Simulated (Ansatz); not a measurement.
# Sb2Te3: thickness series

Base system: Sb$_{2}$Te$_{3}$ in the Bi2Te3 type structure (space group R-3m, No. 166; a = 4.286 Å, c = 30.930 Å (hexagonal axes)).

Free-standing slabs (5 atom(s) a layer) normal to the stacking axis with 15 Å of vacuum; in-plane cell relaxed.

The values are results of plane-wave PAW DFT at the r2SCAN+rVV10 level (Ansatz, a first-principles code, 500 eV), spin-orbit coupling left out, not measurements.

For the base:

Band gap: 0.27 eV

Problem. The aim is a band gap between 0.88 eV and 0.95 eV. Which of these changes reaches it?
A) 1 layer
B) 3 layers
C) 4 layers

Solution. A, 1 layer. It gives 0.93 eV; 4 layers gives 0.40 eV; 3 layers gives 0.46 eV. Changes not listed may reach it too

Spin-orbit coupling, missing from the scalar runs, can matter with Sb and Te. No phonon test of stability was made. A zero or small gap of Sb2Te3 can be the functional's error rather than a property of the material.
